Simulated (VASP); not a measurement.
Wanted: the native input for a VASP 6.6.1 run.

```
Task                   : relaxation of cell and atoms
Functional             : PBEsol
Potentials or basis    : VASP PAW PBE potentials, release 64 (Cu, O)
Cutoff                 : 600 eV
k mesh                 : 6 × 6 × 6
Occupations            : gaussian, width 0.03 eV
Spin                   : no spin polarisation
Further INCAR settings : ALGO = Normal; EDIFF = 1e-06; IBRION = 2; EDIFFG = -0.01; NSW = 90; ISIF = 3
```

The structure of Cu2O (Cuprite) lies in POSCAR:

```
Cu2O
1.0
    4.2600000000      0.0000000000      0.0000000000
    0.0000000000      4.2600000000      0.0000000000
    0.0000000000      0.0000000000      4.2600000000
Cu O
4 2
Direct
    0.2500000000      0.2500000000      0.2500000000
    0.2500000000      0.7500000000      0.7500000000
    0.7500000000      0.7500000000      0.2500000000
    0.7500000000      0.2500000000      0.7500000000
    0.0000000000      0.0000000000      0.0000000000
    0.5000000000      0.5000000000      0.5000000000
```

The input as run:

INCAR

```
ALGO = Normal ; EDIFF = 1E-6
EDIFFG = -0.01 ; ENCUT = 600
GGA = PS ; IBRION = 2
ISIF = 3 ; ISMEAR = 0
KPAR = 4 ; LASPH = True
LCHARG = False ; LREAL = False
LWAVE = False ; NELM = 80
NSW = 90 ; PREC = Accurate
SIGMA = 0.03
```

KPOINTS

```
k-points
0
Gamma
  6 6 6
```

Potentials or basis: VASP PAW PBE potentials, release 64 (Cu, O).

Command:

```console
$ cat potpaw_PBE.64/Cu/POTCAR potpaw_PBE.64/O/POTCAR > POTCAR
$ mpirun -np 4 vasp_std > vasp.out
```

It gave:

The relaxed volume is 12.62 Å³/atom. The relaxed cell is a = 4.231 Å, b = 4.231 Å, c = 4.231 Å, α = 90.00°, β = 90.00°, γ = 90.00°. The space group after relaxing (to 0.05 Å) is Pn-3m (No. 224). The energy gained by relaxing is 2.1 meV/atom. The ionic steps are 3 and the pressure after relaxing is 0.0 GPa. The band gap on the k mesh is 0.55 eV, direct.

Caveat: the PAW data sets were made with another functional, which shifts forces and pressure a little.

Wall time 22 s on 4 MPI ranks on Intel(R) Xeon(R) 6975P-C (Granite Rapids), with other jobs on the host, peak memory 0.24 GiB a rank.
